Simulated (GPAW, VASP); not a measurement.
Given: the input of a run of VASP 6.6.1 on CoO. Measurements of this composition are mostly on another form, of space group No. 225.

Contents of INCAR:

```
ALGO = Fast
EDIFF = 1E-7
ENCUT = 520
ISIF = 2
ISMEAR = 0
ISPIN = 2
LASPH = True
LCHARG = False
LMAXMIX = 4
LORBIT = 11
LREAL = False
LWAVE = False
MAGMOM = 2 2 0 0
NELM = 100
PREC = Accurate
SIGMA = 0.05
```

KPOINTS

```
k-points
0
Gamma
  10 10 5
```

POSCAR

```
CoO
1.0
    3.1976457435      0.0000000000      0.0000000000
   -1.5988228718      2.7692424462      0.0000000000
    0.0000000000      0.0000000000      5.2287097100
Co O
2 2
Cartesian
   -0.0000000002      1.8461616309      2.6319359208
    0.0000000000      0.0000000000      0.0181652696
   -0.0000000002      1.8461616309      4.5571112285
    0.0000000000      0.0000000000      1.9430348023
```

Potentials or basis: VASP PAW LDA potentials, release 64 (Co, O).

Command:

```sh
$ cat potpaw_LDA.64/Co/POTCAR potpaw_LDA.64/O/POTCAR > POTCAR
$ mpirun -np 1 vasp_std > vasp.out
```

**Question.** What does the same run look like in GPAW 26.7.0 (ASE script)? Potentials or basis there: the program's PAW data sets (release 1.2.1) made for this functional, cutoff 800 eV.

**Answer.** As run (cutoffs and basis follow the program's own potentials, and thresholds, step limits or extra output files can differ):

File run.py:

```python
from ase import Atoms
from ase.dft.bandgap import bandgap
from ase.io import write
from ase.units import Bohr, GPa
from gpaw import GPAW, PW
from gpaw.elf import elf_from_dft_calculation

atoms = Atoms(['Co', 'Co', 'O', 'O'],
              cell=[[3.1976457435, 0.0, 0.0],
                    [-1.5988228718, 2.7692424462, 0.0],
                    [0.0, 0.0, 5.22870971]],
              scaled_positions=[[0.3333333333, 0.6666666667, 0.50336241],
                                [0.0, 0.0, 0.00347414],
                                [0.3333333333, 0.6666666667, 0.8715556],
                                [0.0, 0.0, 0.37160885]],
              pbc=True)
atoms.set_initial_magnetic_moments([2.0, 2.0, 0.0, 0.0])

calc = GPAW(mode=PW(800),
            xc='LDA',
            kpts={'size': (10, 10, 5), 'gamma': True},
            occupations={'name': 'methfessel-paxton', 'order': 0, 'width': 0.05},
            nbands=30,
            convergence={'density': 1e-05, 'energy': 1e-05},
            maxiter=150,
            txt='gpaw.txt')
atoms.calc = calc
energy = atoms.get_potential_energy()
forces = atoms.get_forces()
stress = atoms.get_stress()
calc.write('gs.gpw')
write('result.traj', atoms)
print(f'Energy: {energy:.6f} eV')
print('Forces (eV/A):')
print(forces.round(4))
print('Stress (GPa):', (stress / GPa).round(3))
print('Moments:', calc.get_magnetic_moments().round(3))
print('Fermi level:', round(calc.get_fermi_level(), 4), 'eV')
print(f'Gap: {bandgap(calc)[0]:.4f} eV, direct: {bandgap(calc, direct=True)[0]:.4f} eV')

# fields on the real-space grid
write('density.cube', atoms, data=calc.get_pseudo_density() * Bohr**3)
write('potential.cube', atoms, data=calc.get_electrostatic_potential())
write('spin.cube', atoms, data=(calc.get_pseudo_density(spin=0) - calc.get_pseudo_density(spin=1)) * Bohr**3)
write('elf.cube', atoms, data=elf_from_dft_calculation(calc).data)
```

Potentials or basis: the program's PAW data sets (release 1.2.1) made for this functional, pw.

Run with:

```bash
$ OMP_NUM_THREADS=1 python run.py
```

Both were run:

|  | VASP | GPAW |
| --- | --- | --- |
| Pressure | -16.4 GPa | -14.4 GPa |
| Largest force | 0.273 eV/Å | 0.284 eV/Å |
| Net moment | 5.29 μB per cell | 5.57 μB per cell |

The two programs' LDA may be different fits to the electron gas.

The magnetic state is the one that the start led to; the real crystal's order can differ.

The cell lies far from this level's equilibrium.

Pressure is positive in compression.
